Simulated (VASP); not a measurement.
Here is a VASP 6.6.1 calculation.

File INCAR:

```
PREC     = Accurate       # precision mode
ENCUT    = 520            # plane-wave cutoff, eV
EDIFF    = 1E-7           # SCF threshold, eV
ISMEAR   = 0              # smearing method
SIGMA    = 0.1            # smearing width, eV
LREAL    = F              # projectors in reciprocal space
LASPH    = T              # aspherical terms in the spheres
NELM     = 100            # most SCF steps
ALGO     = Normal         # electronic algorithm
ISIF     = 3              # what is computed and relaxed
LWAVE    = F              # write WAVECAR
LCHARG   = F              # write CHGCAR
GGA      = PE             # functional
IBRION   = 2              # ionic algorithm
NSW      = 80             # ionic steps
EDIFFG   = -0.002         # ionic threshold
```

The input KPOINTS:

```
Automatic mesh
0
Gamma
  26 26 26
```

Contents of POSCAR:

```
Pt                                      
1.0
    0.0000000000      1.9836944835      1.9836944835
    1.9836944835      0.0000000000      1.9836944835
    1.9836944835      1.9836944835     -0.0000000000
  Pt            
     1
Direct
     0.0000000000000000    0.0000000000000000    0.0000000000000000
```

Potentials or basis: VASP PAW PBE potentials, release 64 (Pt).

Command:

```console
$ cat potpaw_PBE.64/Pt/POTCAR > POTCAR
$ mpirun -np 1 vasp_std > vasp.out
```

Problem. Estimate the band gap on the k mesh.

Solution. None (metal or under the smearing width).

Final structure:
```cif
data_structure
_symmetry_space_group_name_H-M 'P 1'
_symmetry_Int_Tables_number 1
_cell_length_a 2.8054
_cell_length_b 2.8054
_cell_length_c 2.8054
_cell_angle_alpha 60.000
_cell_angle_beta 60.000
_cell_angle_gamma 60.000
_cell_volume 15.61
loop_
_atom_site_label
_atom_site_type_symbol
_atom_site_fract_x
_atom_site_fract_y
_atom_site_fract_z
_atom_site_occupancy
Pt1 Pt 0.00000 0.00000 0.00000 1
```

Caveat: the relaxation stopped at its first step, so nothing moved. Spin-orbit coupling is left out, which matters for the levels of Pt.
